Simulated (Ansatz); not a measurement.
**Tc: a single-point run**

The task is a single-point run on Tc. The structure is shown as the input types it.

Computed with Ansatz 0.2.0 (DFT, PBE, all-electron PAW with datasets made for the crystal, scalar-relativistic, unless a step's input says otherwise).

2 further runs of the same task are left out: 2 that didn't finish.

**1. The structure to begin with**

The structure is hexagonal, space group P6_3/mmc (No. 194). The conventional cell has a = 2.720 Å, b = 2.720 Å, c = 4.464 Å, α = 90.00°, β = 90.00°, γ = 120.00°. Around Tc (site symmetry -6m2) lie 12 Tc at 2.72 to 2.73 Å.

As a file:

```xyz
2
Lattice="2.7197 0.0000 0.0000 -1.3598 2.3553 0.0000 0.0000 0.0000 4.4640" Properties=species:S:1:pos:R:3 pbc="T T T"
Tc    0.0000    1.5702    1.1160
Tc    1.3598    0.7851    3.3480
```

**2. The run**

File input.yaml:

```yaml
crystal:
  lattice:
    - [2.7196785043, 0.0, 0.0]
    - [-1.3598392522, 2.3553106749, 0.0]
    - [0.0, 0.0, 4.46397]
  atoms:
    - { symbol: Tc, position: [0.3333333333, 0.6666666667, 0.25] }
    - { symbol: Tc, position: [0.6666666667, 0.3333333333, 0.75] }
kpoints:
  mp_grid: { grid: [17, 16, 10] }
scf:
  occupations: { method: fermi_dirac, width: 0.08 }
  max_iter: 100
hamiltonian:
  xc: pbe
  pseudopotentials: { kind: all_electron, datasets: crystal }
output:
  forces: true
  stress: true
  eigenvalues: true
  efg: { contact_densities: true }
```

Launch:

```
> ansatz run input.yaml --threads 1 --pin off --max-ram 2048MiB --backend cpu --events-out ev --progress --plain --runs-dir out
```

**Question.** How will this run end, and is anything wrong with its input?

The run converged and reported no error, with warnings (crystal datasets made, gradients without spin orbit, symmetry narrowed by mesh). Its log warns: «crystal.symmetry: narrowed to the stabiliser of the k-point mesh — unitary ops 24 → 4; excluded 20 operations that carry a point of the 17×16×10 mesh (shift [0, 0 ...»

The suspect setting: kpoints.mp_grid.grid is [17, 16, 10]. The risk: uneven k-mesh. It still converged here, which does not make the setting sound.

Run again and compare: set kpoints.mp_grid.grid to [17, 17, 9].
